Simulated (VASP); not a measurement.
## BaHfO3: single point with PBEsol

Crystal: BaHfO3.

```
Ba Hf O
1.0
     4.15354    0.00000    0.00000
     0.00000    4.15354    0.00000
     0.00000    0.00000    4.15354
Ba Hf O
1 1 3
Direct
  0.50000 0.50000 0.50000
  0.00000 0.00000 0.00000
  0.00000 0.50000 0.00000
  0.50000 0.00000 0.00000
  0.00000 0.00000 0.50000
```

The cell comes from a database or a generator and needn't be the stable form of this composition.

```
Program             : VASP 6.6.1
Task                : single point
Functional          : PBEsol
Potentials or basis : VASP PAW PBE potentials, release 64 (Ba_sv, Hf_pv, O)
Cutoff              : 520 eV
k mesh              : 6 × 6 × 6
Occupations         : gaussian, width 0.02 eV
Spin                : non-collinear spin, zero start, spin-orbit coupling
Starting moments    : [[0.0, 0.0, 0.0], [0.0, 0.0, 0.0], [0.0, 0.0, 0.0], [0.0, 0.0, 0.0], [0.0, 0.0, 0.0]] μB
```

```
Pressure                                              : 0.2 GPa
Net moment                                            : 0.00 μB per cell
Valence electrons inside the program's atomic spheres : Ba 7.91; Hf 8.70; O 5.04
```

Moments on the atoms (μB; x, y, z):
```
Ba  0.00 0.00 0.00
Hf  0.00 0.00 0.00
O   0.00 0.00 0.00
O   0.00 0.00 0.00
O   0.00 0.00 0.00
```

It took 2.5 min on 1 thread of Intel(R) Xeon(R) Platinum 8488C (Sapphire Rapids) (shared host), peak memory 0.37 GiB.

Caveat: the PAW data sets were made with another functional, which shifts forces and pressure a little.
